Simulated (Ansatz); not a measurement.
# WC (Cmmm) in Ansatz: single point with PBE

Aim: the single point of WC with PBE.

Everything below comes from runs of Ansatz 0.2.0. Logs are shortened: lines on timing, memory, paths and dates and some standing lists are left out, and cuts for length are marked.

## Step 1: Starting point

Symmetry: Cmmm, No. 65, orthorhombic system. The conventional cell has a = 3.281 Å, b = 4.236 Å, c = 4.309 Å, α = 90.00°, β = 90.00°, γ = 90.00°. W (site symmetry mmm) has 4 W at 2.68 Å and 8 C at 2.71 to 3.02 Å as nearest neighbours. C (site symmetry mmm) is surrounded by 4 C at 2.68 Å and 8 W at 2.71 to 3.02 Å.

The cell was built by a generator and needn't be a form met in nature.

## Step 2: Single point, PBE

Contents of input.yaml:

```yaml
crystal:
  lattice:
    - [1.64034611, -2.1180379, 0.0]
    - [1.64034611, 2.1180379, 0.0]
    - [0.0, 0.0, 4.3094211]
  atoms:
    - { symbol: W, position: [0.5, 0.5, 0.5] }
    - { symbol: C, position: [0.0, 0.0, 0.0] }
kpoints:
  mp_grid: { grid: [6, 6, 4] }
scf:
  occupations: { method: fermi_dirac, width: 0.03 }
hamiltonian:
  xc: pbe
  pseudopotentials: { kind: all_electron, lapw: { basis_error: 0.002 } }
output:
  forces: true
  stress: true
  eigenvalues: true
```

Potentials or basis: all-electron LAPW, scalar-relativistic.

Launch:

```sh
$ ansatz run input.yaml --threads 1 --pin off --max-ram 3072MiB --backend cpu --events-out ev --progress --plain --runs-dir out
```

Output:

```text
Warning: RAYON_NUM_THREADS=1 ignored (pool sized by the plan → 1); use --threads N
LAPW: plane waves up to 8.578 Å⁻¹, error target 2.0e-3 eV per atom; small_component_spin mean_spin; C in spheres of 1.339 Å, 6 of its electrons in bands, Dirac shells []; W in spheres of 1.339 Å, 44 of its electrons in bands, Dirac shells [] (how accurate: hamiltonian.pseudopotentials.lapw.basis_error, Limitations)
Engine: ansatz 0.2.0, x86_64-unknown-linux-gnu
Pseudopotentials: kind: all_electron
Pseudopotential: W, LAPW, valence charge 44, lapw/all_electron/scalar/gaussian/W, Koelling and Harmon's equation, gaussian nucleus
Pseudopotential: C, LAPW, valence charge 6, lapw/all_electron/scalar/gaussian/C, Koelling and Harmon's equation, gaussian nucleus
Functional definition: PBE
  parameter kappa = 0.804
  parameter beta = 0.06672455060314922
  exchange = pbe_x(kappa = kappa, mu = beta*pi^2/3)
  correlation = pbe_c(beta = beta)
Crystal: 2 atoms, lattice volume = 29.945 Å³
Basis set: ecut = 280.35909725925325 eV, 323 PW (Γ), exchange–correlation at level 2
Bands: 30, of which v1, the nominal top of the filled ones, is band 25 counted from 1 (24 counted from 0)
Symmetry: 8 space group operations
Space group: Cmmm (ITA 65), of the structure as read, at distance tolerance 3.1e-5 Å
k-points: 39 of 144
Non-local potential: W, projectors of the file, none
Non-local potential: C, projectors of the file, none
Initial density: superposition of atomic densities (chi_scale 0.1, normalization cell, long waves kept (reshape's long-wave potential 0.00 eV rms))
Initial wavefunctions: plane waves of lowest kinetic energy (no species holds an atomic orbital)
Functional: x = pbe(κ = 0.804, μ = 0.2195149727645171), c = pbe(β = 0.06672455060314922)
iter 1 solved again at ethr=2.55e-3 eV; its pass at ethr=1.00e-1 eV (dr2=1.28e0 eV) is discarded
SCF iter   1: F=—  HF=-440234.014999 eV  |F-HF|=—  |Δ(HF+E_count)|=         —  Δρ=5.46e-2  dr2=1.28e0  ethr=2.55e-3  ⟨swp⟩=2.0  Hψ=7196  notcnv=0
preconditioner: auto → Resta (q_TF=auto, 2.972 Å⁻¹)  ε∞=3.6  [insulator: Δε(μ)=0.106 eV  Ē_g=20.698 eV  σ=0.030 eV  W_gap=0.60  n_scr=18 (ndim 8)  ℏωp=33.2 eV  f_vac=0.000  D(μ)=0.66/eV (n_scr^D=2)  ε∞_Penn≈3.6]
SCF iter   2: F=—  HF=-440234.062232 eV  |F-HF|=—  |Δ(HF+E_count)|=   4.72e-2  Δρ=4.31e-2  dr2=1.97e0  ethr=2.55e-3  ⟨swp⟩=2.2  Hψ=3558  notcnv=0
preconditioner: auto → Kerker (q_TF=auto, 2.972 Å⁻¹)  [metal: Δε(μ)=0.027 eV  Ē_g=21.970 eV  σ=0.030 eV  W_gap=0.22  n_scr=18 (ndim 8)  ℏωp=33.2 eV  f_vac=0.000  D(μ)=2.90/eV (n_scr^D=40)]
SCF iter   3: F=—  HF=-440233.632009 eV  |F-HF|=—  |Δ(HF+E_count)|=   4.30e-1  Δρ=2.08e-2  dr2=1.34e-1  ethr=2.55e-3  ⟨swp⟩=2.0  Hψ=3354  notcnv=0
SCF iter   4: F=—  HF=-440233.594755 eV  |F-HF|=—  |Δ(HF+E_count)|=         —  Δρ=6.31e-3  dr2=1.44e-2  ethr=2.69e-4  ⟨swp⟩=2.0  Hψ=3706  notcnv=0
the basis was enlarged: its passes take 155.9 KiB over the memory plan, 1 of 1 planned eigensolver slots
SCF iter   5: F=—  HF=-440233.595977 eV  |F-HF|=—  |Δ(HF+E_count)|=   1.22e-3  Δρ=2.40e-3  dr2=4.02e-3  ethr=2.89e-5  ⟨swp⟩=2.0  Hψ=3572  notcnv=0
iter 6 solved again at ethr=6.10e-7 eV; its pass at ethr=8.04e-6 eV (dr2=3.05e-4 eV) is discarded
SCF iter   6: F=—  HF=-440233.594405 eV  |F-HF|=—  |Δ(HF+E_count)|=   1.57e-3  Δρ=8.29e-4  dr2=3.04e-4  ethr=6.10e-7  ⟨swp⟩=2.0  Hψ=5923  notcnv=0
SCF iter   7: F=—  HF=-440233.594356 eV  |F-HF|=—  |Δ(HF+E_count)|=   4.84e-5  Δρ=3.33e-4  dr2=4.60e-5  ethr=6.09e-7  ⟨swp⟩=2.2  Hψ=3536  notcnv=0
SCF iter   8: F=—  HF=-440233.594337 eV  |F-HF|=—  |Δ(HF+E_count)|=   1.97e-5  Δρ=2.38e-4  dr2=2.91e-5  ethr=9.20e-8  ⟨swp⟩=2.0  Hψ=3527  notcnv=0
SCF iter   9: F=—  HF=-440233.594328 eV  |F-HF|=—  |Δ(HF+E_count)|=   8.53e-6  Δρ=6.91e-5  dr2=3.03e-6  ethr=5.81e-8  ⟨swp⟩=2.0  Hψ=3527  notcnv=0
SCF iter  10: F=—  HF=-440233.594328 eV  |F-HF|=—  |Δ(HF+E_count)|=   1.37e-7  Δρ=1.69e-5  dr2=1.26e-7  ethr=6.06e-9  ⟨swp⟩=2.0  Hψ=3527  notcnv=0
SCF iter  11: F=-440233.594328 eV  HF=-440233.594328 eV  |F-HF|=9.90e-10  |Δ(HF+E_count)|=   1.08e-8  Δρ=4.88e-6  dr2=8.24e-9  ethr=2.52e-10  ⟨swp⟩=2.0  Hψ=3528  notcnv=0
SCF 1 converged in 11 iterations: F = -440233.594328 eV  dr2 = 8.24e-9
SCF converged after 11 iterations
Free energy (F): -440233.594328 eV
Harris-Foulkes:  -440233.594328 eV  (|F-HF|=9.90e-10)
Internal energy: -440233.588800 eV  (E = F + TS)
E sigma→0 (E₀):  -440233.591564 eV
Entropy (-TS):   -0.005528 eV (-2.764 meV/atom)
Fermi energy:    17.325769 eV
--- Per-component energies (eV) ---
  E_band       = -5356.672117
  E_kinetic    = 492892.080408
  E_xc         = -8971.877222
  E_electrostatic = -924153.791986  (all electrons and nuclei)
  E_smearing   = -0.005528  (= −TS)
  E_closure    = 0.000000  (closes the sum)
  E_atoms      = -440218.421447  (free atoms, spherical and without spin; not in F)
  Σ components = -440233.594328   (vs F -440233.594328, Δ=0.00e0)
  Basis errors (estimates in eV, not in F): energy 3.1e-4 per atom: plane waves 2.5e-4 (1.3e-4 summed), levels above the bands 2.8e-103, relativity 3.0e-8, radial functions 6.4e-5, core shells 5.1e-8; eigenvalues (radial functions only) 2.2e-6; not estimated: angular momenta, meshes, grids; target (lapw.basis_error) 2.0e-3; muffin-tin radii C 1.339 Å, W 1.339 Å
--- Forces (eV/Å), atoms counted from 1 ---
  atom   1  W      0.00000000     0.00000000     0.00000000
  atom   2  C      0.00000000     0.00000000     0.00000000
  max |Σ_I F_I| component: 0.00e0 eV/Å
--- Stress (GPa, compression-positive) ---
      -35.414596       0.000000       0.000000
        0.000000      -1.475025       0.000000
        0.000000       0.000000     -62.975541
  P = ⅓ Tr σ = -33.2884 GPa (-332.884 kbar)
--- Band table (eV; the first three rows and the last of 39) ---
  k-point 0: bands = ["-401.5975", "-401.5591", "-401.5492", "-250.5133", "-216.6464", "-216.6421", "-216.6391", "-216.6118", "-216.5798", "-57.5211", "-21.8467", "-21.2297", "-20.9895", "-11.8144", "-11.7995", "-11.7944", "-11.7931", "-11.7908", "-11.7380", "-11.7031", "4.9704", "11.5799", "13.7379", "14.0409", "19.0222", "19.3360", "19.3478", "19.8536", "19.8814", "20.2181"]
  k-point 1: bands = ["-401.5975", "-401.5591", "-401.5492", "-250.5133", "-216.6464", "-216.6421", "-216.6391", "-216.6118", "-216.5798", "-57.5211", "-21.8503", "-21.2295", "-20.9894", "-11.8145", "-11.7994", "-11.7944", "-11.7931", "-11.7908", "-11.7379", "-11.7031", "5.3738", "10.3769", "13.7505", "14.3596", "17.9038", "19.4678", "19.7080", "20.6616", "20.8111", "21.0282"]
  k-point 2: bands = ["-401.5975", "-401.5591", "-401.5492", "-250.5133", "-216.6464", "-216.6421", "-216.6391", "-216.6118", "-216.5798", "-57.5211", "-21.8538", "-21.2293", "-20.9893", "-11.8146", "-11.7994", "-11.7944", "-11.7931", "-11.7908", "-11.7379", "-11.7031", "5.9360", "9.2480", "13.7632", "14.5380", "17.4438", "19.2648", "19.7523", "20.9253", "21.6566", "23.3807"]
  k-point 38: bands = ["-401.5975", "-401.5591", "-401.5492", "-250.5133", "-216.6464", "-216.6421", "-216.6391", "-216.6118", "-216.5798", "-57.3691", "-22.2022", "-21.8630", "-21.6223", "-11.8128", "-11.8108", "-11.8066", "-11.7898", "-11.7594", "-11.7509", "-11.7152", "9.9082", "11.4876", "12.2247", "14.3682", "17.4478", "18.3047", "19.8918", "20.8599", "21.3505", "23.2222"]
```

Wall time 22 s (1 thread of Intel Xeon at 2.50GHz (Skylake/Cascade Lake), shared host); peak memory 0.33 GiB.

What came out:

```yaml
Free_energy: -440233.5943 eV
Pressure: -33.3 GPa
Band_gap_on_the_k_mesh: none (metal or under the smearing width)
```

Stress tensor (GPa, compression positive):
```
-35.41   0.00   0.00
  0.00  -1.48   0.00
  0.00   0.00 -62.98
```

Caveat: the k mesh is coarse (spacing up to 0.40 Å⁻¹), so the values aren't converged; the k mesh is thin for a metal, which can move the energy by tens of meV per atom; a pressure of tens of GPa on the cell as given is suspect, and the run, the potentials or the cell itself is likely at fault.
